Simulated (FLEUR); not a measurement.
## AgBr under changes of volume

One of the cells (23.644 Å³/atom); the others are scaled copies at fixed shape and fractional positions:

```
Ag Br
1.0
     0.00000    2.87015    2.87015
     2.87015    0.00000    2.87015
     2.87015    2.87015    0.00000
Ag Br
1 1
Direct
  0.00000 0.00000 0.00000
  0.50000 0.50000 0.50000
```

```yaml
Program: FLEUR MaX-R8.1 (later development tree)
Functional: PBEsol
Potentials_or_basis: all-electron
Basis: FLAPW
Kmax: 4.38 1/bohr
k_mesh: 8 × 8 × 8
Occupations: fermi-dirac, width 0.05 eV
Spin: no spin polarisation
```

| volume (Å³/atom) | energy over the lowest point (meV/atom) | gap on the mesh (eV) |
| --- | --- | --- |
| 22.225 | 2.73 | 0.50 |
| 22.698 | 0.00 | 0.50 |
| 23.171 | 0.59 | 0.50 |
| 23.644 | ? | ? |
| 24.116 | 10.18 | 0.51 |
| 24.589 | 18.49 | 0.52 |
| 25.062 | 28.74 | 0.53 |

Problem. What does the run at 23.644 Å³/atom give?

Solution. Energy over the lowest point 4.10 meV/atom; gap on the mesh 0.50 eV.

Worked out: A Birch-Murnaghan fit of order 3 (a polynomial in V^(-2/3)) to the other rows has its minimum at 22.84 Å³/atom with B0 = V·E''(V) = 52 GPa and B' = 5.4. It gives 4.12 meV/atom at 23.644 Å³/atom, against the run's 4.10. A straight line through the other rows of the gap, of slope 0.248 eV per unit of ln V, gives 0.51 eV, against the run's 0.50.

Energies are extrapolated to zero smearing.

A mesh can miss the band edges. Spin-orbit coupling on Ag, Br is left out.
